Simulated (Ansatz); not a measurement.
Energy landscape near a K structure

The calculation used DFT PBEsol, scalar-relativistic, plane waves, PAW in Ansatz.

Plane waves to 420 eV, a k mesh through Γ of 12×12×12 on the computed 1-atom cell and Gaussian smearing (0.10 eV); no spin polarisation.

Reference cell:

```xyz
1
Lattice="0.0000 3.3919 3.3919 3.3919 0.0000 3.3919 3.3919 3.3919 0.0000" Properties=species:S:1:pos:R:3 pbc="T T T"
K     0.0000    0.0000    0.0000
```

Each variant moves atoms of this cell by the vectors given, if any (Å), and then applies a symmetric strain (tensor components, Cartesian axes). The reference cell isn't relaxed at this level. Energies are per atom at zero smearing, counted from the lowest variant. Pressure is positive in compression.

1. strain (xx yy zz yz xz xy, %) 1.96 1.96 1.96 0.00 0.00 0.00
2. strain (xx yy zz yz xz xy, %) 1.62 1.62 1.62 0.00 0.00 0.00
3. strain (xx yy zz yz xz xy, %) -3.09 -3.09 -3.09 0.00 0.00 0.00
4. strain (xx yy zz yz xz xy, %) 2.68 2.68 2.68 0.00 0.00 0.00
5. strain (xx yy zz yz xz xy, %) 4.23 4.23 4.23 0.00 0.00 0.00
6. strain (xx yy zz yz xz xy, %) 0.15 0.15 0.15 0.00 0.00 0.00
7. strain (xx yy zz yz xz xy, %) 2.22 2.22 2.22 0.00 0.00 0.00

Q: Order the variants by energy, lowest first.

A: 3 (0.0 meV/atom), 6 (7.5 meV/atom), 2 (15.3 meV/atom), 1 (17.4 meV/atom), 7 (19.1 meV/atom), 4 (22.3 meV/atom), 5 (34.5 meV/atom).

Q: Order them by pressure, highest first.

A: 3 (0.00 GPa), 6 (-0.30 GPa), 2 (-0.40 GPa), 1 (-0.42 GPa), 7 (-0.44 GPa), 4 (-0.46 GPa), 5 (-0.54 GPa).

This fcc form isn't the element's structure at ambient conditions.